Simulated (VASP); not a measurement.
# Pt (Fm-3m) in VASP: further runs

The runs below take Pt through relaxation of cell and atoms, with LDA, PBE.

Program: VASP 6.6.1. These are calculated values, not measurements. Logs are shortened: lines on timing, memory, paths and dates and some standing lists are left out, and cuts for length are marked.

## 1. The crystal as given

Symmetry: Fm-3m, No. 225, cubic system. Conventional cell: a = 3.897 Å, b = 3.897 Å, c = 3.897 Å, α = 90.00°, β = 90.00°, γ = 90.00°. Around Pt (site symmetry m-3m) lie 12 Pt at 2.76 Å.

## 2. Relaxation of cell and atoms, LDA

INCAR

```
ALGO = Normal
EDIFF = 1E-7
EDIFFG = -0.005
ENCUT = 600
GGA = CA
IBRION = 2
ISIF = 3
ISMEAR = 1
LASPH = True
LCHARG = False
LREAL = False
LWAVE = False
NELM = 80
NSW = 90
PREC = Accurate
SIGMA = 0.1
```

KPOINTS

```
k-points
0
Gamma
  16 16 16
```

POSCAR

```
Pt                                      
1.0
   -0.0000000000      1.9483942426      1.9483942426
    1.9483942426      0.0000000000      1.9483942426
    1.9483942426      1.9483942426      0.0000000000
  Pt            
     1
Direct
     1.0000000000000000    1.0000000000000000    0.0000000000000000
```

Potentials or basis: VASP PAW LDA potentials, release 64 (Pt).

Run with:

```bash
> cat potpaw_LDA.64/Pt/POTCAR > POTCAR
> mpirun -np 1 vasp_std > vasp.out
```

OUTCAR:

```text
EDIFF = 1E-7
   EDIFFG = -0.005
   ENCUT = 600
   GGA = CA
   IBRION = 2
   ISIF = 3
   ISMEAR = 1
   LASPH = True
   LREAL = False
   NELM = 80
   NSW = 90
   PREC = Accurate

 ion  position               nearest neighbor table
   1  0.000  0.000  0.000-

  LATTYP: Found a face centered cubic cell.
 ALAT       =     3.8967884852

  Lattice vectors:

 A1 = (   0.0000000000,   1.9483942426,   1.9483942426)
 A2 = (   1.9483942426,   0.0000000000,   1.9483942426)
 A3 = (   1.9483942426,   1.9483942426,   0.0000000000)

Analysis of symmetry for initial positions (statically):
=====================================================================
 Subroutine PRICEL returns:
 Original cell was already a primitive cell.

 Routine SETGRP: Setting up the symmetry group for a
 face centered cubic supercell.

 Subroutine GETGRP returns: Found 48 space group operations
 (whereof 48 operations were pure point group operations)
 out of a pool of 48 trial point group operations.

The static configuration has the point symmetry O_h .

Analysis of symmetry for dynamics (positions and initial velocities):
=====================================================================
 Subroutine PRICEL returns:
 Original cell was already a primitive cell.

 Routine SETGRP: Setting up the symmetry group for a
 face centered cubic supercell.

 Subroutine GETGRP returns: Found 48 space group operations
 (whereof 48 operations were pure point group operations)
 out of a pool of 48 trial point group operations.

The dynamic configuration has the point symmetry O_h .

 Subroutine INISYM returns: Found 48 space group operations
 (whereof 48 operations are pure point group operations),
 and found     1 'primitive' translations

----------------------------------------------------------------------------------------

                                     Primitive cell

  volume of cell :      14.7931

  direct lattice vectors                    reciprocal lattice vectors
     0.000000000  1.948394243  1.948394243    -0.256621575  0.256621575  0.256621575
     1.948394243  0.000000000  1.948394243     0.256621575 -0.256621575  0.256621575
     1.948394243  1.948394243  0.000000000     0.256621575  0.256621575 -0.256621575

  length of vectors
     2.755445563  2.755445563  2.755445563     0.444481607  0.444481607  0.444481607

  position of ions in fractional coordinates (direct lattice)
     0.000000000  0.000000000  0.000000000

  ion indices of the primitive-cell ions
   primitive index   ion index
                 1           1

----------------------------------------------------------------------------------------

 KPOINTS: k-points

Automatic generation of k-mesh.
 Grid dimensions read from file:
 generate k-points for:   16   16   16

 Generating k-lattice:

  Cartesian coordinates                     Fractional coordinates (reciprocal lattice)
    -0.016038848  0.016038848  0.016038848     0.062500000  0.000000000  0.000000000
     0.016038848 -0.016038848  0.016038848     0.000000000  0.062500000  0.000000000
     0.016038848  0.016038848 -0.016038848     0.000000000  0.000000000  0.062500000

  Length of vectors
     0.027780100  0.027780100  0.027780100

  Shift w.r.t. Gamma in fractional coordinates (k-lattice)
     0.000000000  0.000000000  0.000000000

 Subroutine IBZKPT returns following result:
 ===========================================

 Found    145 irreducible k-points:

 Following reciprocal coordinates:
            Coordinates               Weight
  0.000000  0.000000  0.000000      1.000000
  0.062500  0.000000  0.000000      8.000000
  0.125000  0.000000  0.000000      8.000000
  0.187500  0.000000  0.000000      8.000000
  0.250000  0.000000  0.000000      8.000000
  0.312500  0.000000  0.000000      8.000000
[... 16 lines left out ...]
 -0.125000  0.062500  0.000000     24.000000
 -0.062500  0.062500  0.000000     12.000000
 [... further k-points ...]
   k-points           NKPTS =    145   k-points in BZ     NKDIM =    145   number of bands    NBANDS=      9
   number of dos      NEDOS =    301   number of ions     NIONS =      1
   total plane-waves  NPLWV =  13824
   dimension x,y,z NGX =    24 NGY =   24 NGZ =   24
   dimension x,y,z NGXF=    48 NGYF=   48 NGZF=   48
   ions per type =               1
   NGX,Y,Z   is equivalent  to a cutoff of  14.48, 14.48, 14.48 a.u.
   NGXF,Y,Z  is equivalent  to a cutoff of  28.96, 28.96, 28.96 a.u.
 SYSTEM =  unknown system
   PREC   = accura    normal or accurate (medium, high low for compatibility)
   ISTART =      0    job   : 0-new  1-cont  2-samecut
   ICHARG =      2    charge: 1-file 2-atom 10-const
   ISPIN  =      1    spin polarized calculation?
   LNONCOLLINEAR =      F non collinear calculations
   LSORBIT =      F    spin-orbit coupling
   LASPH  =      T    aspherical Exc in radial PAW
   ENCUT  =  600.0 eV  44.10 Ry    6.64 a.u.   5.50  5.50  5.50*2*pi/ulx,y,z
   NELM   =     80;   NELMIN=  2; NELMDL= -5     # of ELM steps
   EDIFF  = 0.1E-06   stopping-criterion for ELM
   LREAL  =      F    real-space projection
   EDIFFG = -.5E-02   stopping-criterion for IOM
   NSW    =     90    number of steps for IOM
   IBRION =      2    ionic relax: 0-MD 1-quasi-New 2-CG
   NFREE  =      1    steps in history (QN), initial steepest desc. (CG)
   ISIF   =      3    stress and relaxation
   ISYM   =      2    0-nonsym 1-usesym 2-fastsym
   POTIM  = 0.5000    time-step for ionic-motion
   TEBEG  =    0.0;   TEEND  =   0.0 temperature during run
   PSTRESS=    0.0 pullay stress
   NELECT =      10.0000    total number of electrons
   NUPDOWN=      -1.0000    fix difference up-down
   EMIN   =  10.00;   EMAX   =-10.00  energy-range for DOS
   EFERMI =   0.00;   METHOD = LEGACY
   ISMEAR =     1;   SIGMA  =   0.10  broadening in eV -4-tet -1-fermi 0-gaus
   EFERMI_NEDOS =   21; number of points for ismear=-14 and -15
   IALGO  =     38    algorithm
   IMIX   =      4    mixing-type and parameters
     AMIX     =   0.40;   BMIX     =  1.00
     AMIX_MAG =   1.60;   BMIX_MAG =  1.00
  volume/ion in A,a.u.               =      14.79        99.83
  Fermi-wavevector in a.u.,A,eV,Ry     =   1.436772  2.715106 28.086712  2.064315
  Thomas-Fermi vector in A             =   2.555924
   LORBIT       =      0    0 simple, 1 ext, 2 COOP (PROOUT), +10 PAW based schemes
   GGA     = CA    functional components
   LHFCALC =     F    Hartree Fock is set to
   AEXX    =    0.0000 exact exchange contribution
   IVDW    =     0    specifies the selected vdW correction
   LEPSILON=     F    determine dielectric tensor
   LRPA    =     F    only Hartree local field effects (RPA)
 conjugate gradient relaxation of ions
 non-spin polarized calculation
 Methfessel and Paxton  Order N= 1 SIGMA  =   0.10
  energy-cutoff  :      600.00
  volume of cell :       14.79
 maximum number of plane-waves:       531
 NGX is ok and might be reduce to    24
   NGX = 11   NGY = 11   NGZ = 11

 number of electron      10.0000000 magnetization

 number of electron       9.9999999 magnetization

 Free energy of the ion-electron system (eV)
  ---------------------------------------------------
  ext. energy  EPLUGINS =         0.00000000
  ---------------------------------------------------
  free energy    TOTEN  =        -7.50366132 eV

  energy without entropy =       -7.50295832  energy(sigma->0) =       -7.50342699

 E-fermi :  11.4931     XC(G=0): -13.8001

 val. band max:       11.4874438068   @ k =  -0.4375   0.1250   0.0625
 cond. band min:      11.5166862512   @ k =  -0.4375   0.3125   0.0000
 fundamental gap:      0.0292424444
 Fermi energy:        11.4930526447

 k-point     1 :       0.0000    0.0000    0.0000
  band No.  band energies     occupation
      1       1.0552      2.00000
      2       7.5744      2.00000
      3       7.5744      2.00000
      4       7.5744      2.00000
      5       9.8377      2.00000
      6       9.8377      2.00000
      7      26.0835      0.00000
      8      31.1155      0.00000
      9      31.1155      0.00000

 k-point     2 :       0.0625    0.0000    0.0000
  band No.  band energies     occupation
      1       1.2157      2.00000
      2       7.5014      2.00000
      3       7.6390      2.00000
      4       7.6390      2.00000
      5       9.8007      2.00000
      6       9.8007      2.00000
      7      26.3386      0.00000
      8      30.3071      0.00000
      9      31.3671      0.00000

 k-point     3 :       0.1250    0.0000    0.0000
  band No.  band energies     occupation
      1       1.6780      2.00000
      2       7.3232      2.00000
      3       7.8012      2.00000
      4       7.8012      2.00000
      5       9.7304      2.00000
      6       9.7304      2.00000
      7      27.0156      0.00000
      8      28.6842      0.00000
      9      32.0934      0.00000

 k-point     4 :       0.1875    0.0000    0.0000
  band No.  band energies     occupation
      1       2.3713      2.00000
      2       7.1590      2.00000
      3       7.9547      2.00000
      4       7.9547      2.00000
      5       9.7522      2.00000
      6       9.7522      2.00000
      7      26.8701      0.00000
      8      27.7812      0.00000
      9      33.2005      0.00000
[... 205 lines left out ...]
 k-point    22 :      -0.1875    0.0625    0.0000
  band No.  band energies     occupation
      1       2.7629      2.00000
      2       7.0214      2.00000
      3       8.0127      2.00000
      4       8.0732      2.00000
      5       9.4561      2.00000
      6      10.1772      2.00000
      7      26.3276      0.00000
      8      28.1170      0.00000
      9      32.2561      0.00000

 k-point    23 :      -0.1250    0.0625    0.0000
  band No.  band energies     occupation
      1       2.0242      2.00000
      2       7.1608      2.00000
      3       7.9196      2.00000
      4       7.9436      2.00000
      5       9.4651      2.00000
      6       9.9435      2.00000
      7      27.4846      0.00000
      8      28.0937      0.00000
      9      31.5573      0.00000

 k-point    24 :      -0.0625    0.0625    0.0000
  band No.  band energies     occupation
      1       1.4778      2.00000
      2       7.3667      2.00000
      3       7.7288      2.00000
      4       7.7752      2.00000
      5       9.6355      2.00000
      6       9.8644      2.00000
      7      26.7410      0.00000
      8      29.5420      0.00000
      9      31.2127      0.00000

 [... further k-points ...]
[... 5 lines left out ...]
  --------------------------------------------------------------------------------------
  -------------------------------------------------------------------------------------
  Total       -0.0016273     -0.0016273     -0.0016273      0.0000000      0.0000000      0.0000000
  in kB       -0.1762408     -0.1762408     -0.1762408      0.0000000      0.0000000      0.0000000
  external PRESSURE =      -0.1762408 kB  Pullay stress =       0.0000000 kB

 VOLUME and BASIS-vectors are now :
 -----------------------------------------------------------------------------
  energy-cutoff  :      600.00
  volume of cell :       14.79
      direct lattice vectors                 reciprocal lattice vectors
     0.000000000  1.948394243  1.948394243    -0.256621575  0.256621575  0.256621575
     1.948394243  0.000000000  1.948394243     0.256621575 -0.256621575  0.256621575
     1.948394243  1.948394243  0.000000000     0.256621575  0.256621575 -0.256621575

 POSITION                                       TOTAL-FORCE (eV/Angst)
 -----------------------------------------------------------------------------------
      0.00000      0.00000      0.00000         0.000000     -0.000000      0.000000
 -----------------------------------------------------------------------------------
    total drift:                               -0.000000      0.000000     -0.000000

  FREE ENERGIE OF THE ION-ELECTRON SYSTEM (eV)
  ---------------------------------------------------
  free  energy   TOTEN  =        -7.5036613247 eV

  energy  without entropy=       -7.5029583214  energy(sigma->0) =       -7.50342699

 reached required accuracy - stopping structural energy minimisation
```

Run time: 6 s. Hardware: 1 thread of Intel Xeon 6975P-C (Granite Rapids), shared host; peak memory 0.15 GiB.

What came out:

- Free energy: -7.5037 eV
- Pressure after relaxing: 0.0 GPa
- Band gap on the k mesh: none (metal or under the smearing width)

Final structure:
```cif
data_structure
_symmetry_space_group_name_H-M 'P 1'
_symmetry_Int_Tables_number 1
_cell_length_a 2.7554
_cell_length_b 2.7554
_cell_length_c 2.7554
_cell_angle_alpha 60.000
_cell_angle_beta 60.000
_cell_angle_gamma 60.000
_cell_volume 14.79
loop_
_atom_site_label
_atom_site_type_symbol
_atom_site_fract_x
_atom_site_fract_y
_atom_site_fract_z
_atom_site_occupancy
Pt1 Pt 0.00000 0.00000 0.00000 1
```

Caveat: the relaxation stopped at its first step, so nothing moved. The run has no spin-orbit coupling, so splittings on Pt are missing.

## 3. Relaxation of cell and atoms, PBE

This run uses another cell than the first one, of 15.08 Å³/atom, 1.019 times its volume.

INCAR

```
SYSTEM = Pt
ALGO = Normal
EDIFF = 1E-6
EDIFFG = -0.01
ENCUT = 600
GGA = PE
IBRION = 2
ISIF = 3
ISMEAR = 1
LASPH = .TRUE.
LCHARG = .FALSE.
LREAL = .FALSE.
LWAVE = .FALSE.
NELM = 80
NSW = 90
PREC = Accurate
SIGMA = 0.1
```

KPOINTS

```
k-points
0
G
  16 16 16
  0 0 0
```

POSCAR

```
Pt
1.0
    0.0000000000      1.9609000000      1.9609000000
    1.9609000000      0.0000000000      1.9609000000
    1.9609000000      1.9609000000      0.0000000000
Pt
1
Direct
    0.0000000000      0.0000000000      0.0000000000
```

Potentials or basis: VASP PAW PBE potentials, release 64 (Pt).

Run with:

```bash
> cat potpaw_PBE.64/Pt/POTCAR > POTCAR
> mpirun -np 1 vasp_std > vasp.out
```

OUTCAR:

```text
SYSTEM = Pt
   EDIFF = 1E-6
   EDIFFG = -0.01
   ENCUT = 600
   GGA = PE
   IBRION = 2
   ISIF = 3
   ISMEAR = 1
   LASPH = .TRUE.
   LREAL = .FALSE.
   NELM = 80
   NSW = 90
   PREC = Accurate

 ion  position               nearest neighbor table
   1  0.000  0.000  0.000-

  LATTYP: Found a face centered cubic cell.
 ALAT       =     3.9218000000

  Lattice vectors:

 A1 = (   0.0000000000,   1.9609000000,   1.9609000000)
 A2 = (   1.9609000000,   0.0000000000,   1.9609000000)
 A3 = (   1.9609000000,   1.9609000000,   0.0000000000)

Analysis of symmetry for initial positions (statically):
=====================================================================
 Subroutine PRICEL returns:
 Original cell was already a primitive cell.

 Routine SETGRP: Setting up the symmetry group for a
[... 213 lines left out ...]
 k-point     1 :       0.0000    0.0000    0.0000
  band No.  band energies     occupation
      1       0.1287      2.00000
      2       5.9135      2.00000
      3       5.9135      2.00000
      4       5.9135      2.00000
      5       7.6608      2.00000
      6       7.6608      2.00000
      7      23.9039      0.00000
      8      28.1685      0.00000
      9      28.1685      0.00000
[... 345 lines left out ...]
--------------------------------------- Ionic step        4  -------------------------------------------

 number of electron      10.0000002 magnetization

 Free energy of the ion-electron system (eV)
  ---------------------------------------------------
  ext. energy  EPLUGINS =         0.00000000
  ---------------------------------------------------
  free energy    TOTEN  =        -6.09563502 eV

  energy without entropy =       -6.09464264  energy(sigma->0) =       -6.09530423

 E-fermi :  10.5869     XC(G=0): -13.2864

 val. band max:       10.5819325914   @ k =  -0.2500   0.1250   0.0000
 cond. band min:      10.6077786622   @ k =   0.5000   0.5000   0.0000
 fundamental gap:      0.0258460708
 Fermi energy:        10.5868909349

 k-point     1 :       0.0000    0.0000    0.0000
  band No.  band energies     occupation
      1       0.7816      2.00000
      2       7.0288      2.00000
      3       7.0288      2.00000
      4       7.0288      2.00000
      5       9.0648      2.00000
      6       9.0648      2.00000
      7      25.3474      0.00000
      8      30.1212      0.00000
      9      30.1212      0.00000
[... 304 lines left out ...]
  FREE ENERGIE OF THE ION-ELECTRON SYSTEM (eV)
  ---------------------------------------------------
  free  energy   TOTEN  =        -6.0956350218 eV

  energy  without entropy=       -6.0946426373  energy(sigma->0) =       -6.09530423

 reached required accuracy - stopping structural energy minimisation
```

Run time: 19 s. Hardware: 1 thread of Intel Xeon 6975P-C (Granite Rapids), shared host; peak memory 0.16 GiB.

What came out:

| Item | Value |
| --- | --- |
| Free energy | -6.0956 eV |
| Relaxed volume | 15.61 Å³/atom |
| Relaxed cell | a = 2.805 Å, b = 2.805 Å, c = 2.805 Å, α = 60.00°, β = 60.00°, γ = 60.00° |
| Space group after relaxing (to 0.05 Å) | Fm-3m (No. 225) |
| Energy gained by relaxing | 14.9 meV/atom |
| Ionic steps | 4 |
| Pressure after relaxing | 0.0 GPa |
| Band gap on the k mesh | none (metal or under the smearing width) |

The path:
```
step  energy change (eV)  largest force (eV/Å)  pressure (GPa)  volume (Å³)
   1              0.0000                0.0000            9.45        15.08
   2              0.0775                0.0000          -17.81        17.10
   3             -0.0149                0.0000           -0.29        15.62
   4             -0.0149                0.0000           -0.04        15.61
```

Final structure:
```
Pt
1.0
     0.00000    1.98349    1.98349
     1.98349    0.00000    1.98349
     1.98349    1.98349    0.00000
Pt
1
Direct
  0.00000 0.00000 0.00000
```

## 4. Relaxation of cell and atoms, PBE

This run uses another cell than the first one, of 15.61 Å³/atom, 1.055 times its volume.

INCAR, as its differences from that of step 3:

```diff
@@ -2,4 +2,4 @@
 ALGO = Normal
-EDIFF = 1E-6
-EDIFFG = -0.01
+EDIFF = 1E-7
+EDIFFG = -0.005
 ENCUT = 600
```

KPOINTS is that of step 3.

POSCAR

```
Pt                                      
1.0
    0.0000000000      1.9834876421      1.9834876421
    1.9834876421      0.0000000000      1.9834876421
    1.9834876421      1.9834876421     -0.0000000000
  Pt            
     1
Direct
     0.0000000000000000    0.0000000000000000    0.0000000000000000
```

Run with:

```bash
> cat potpaw_PBE.64/Pt/POTCAR > POTCAR
> mpirun -np 1 vasp_std > vasp.out
```

Wall time 7.3 s (1 thread of Intel Xeon 6975P-C (Granite Rapids), shared host); peak memory 0.16 GiB.

It converged, with:

```yaml
Free_energy: -6.0958 eV
Pressure_after_relaxing: 0.0 GPa
Band_gap_on_the_k_mesh: none (metal or under the smearing width)
```

Final structure:
```xyz
1
Lattice="0.0000 1.9835 1.9835 1.9835 0.0000 1.9835 1.9835 1.9835 0.0000" Properties=species:S:1:pos:R:3 pbc="T T T"
Pt    0.0000    0.0000    0.0000
```

Levels at points of the mesh, in eV from the Fermi level:
| k point | band 2 | band 3 | band 4 | band 5 | band 6 | band 7 | band 8 | band 9 |
| --- | --- | --- | --- | --- | --- | --- | --- | --- |
| (0.00, 0.00, 0.00) | -3.56 | -3.56 | -3.56 | -1.52 | -1.52 | 14.76 | 19.53 | 19.53 |
| (0.50, 0.00, 0.00) | -3.62 | -3.62 | -0.30 | 0.05 | 0.05 | 5.61 | 14.32 | 18.77 |
| (0.50, 0.50, 0.00) | -6.24 | 0.02 | 0.48 | 0.48 | 1.88 | 8.54 | 11.32 | 11.32 |

Caveat: the relaxation stopped at its first step, so nothing moved. The run has no spin-orbit coupling, so splittings on Pt are missing.
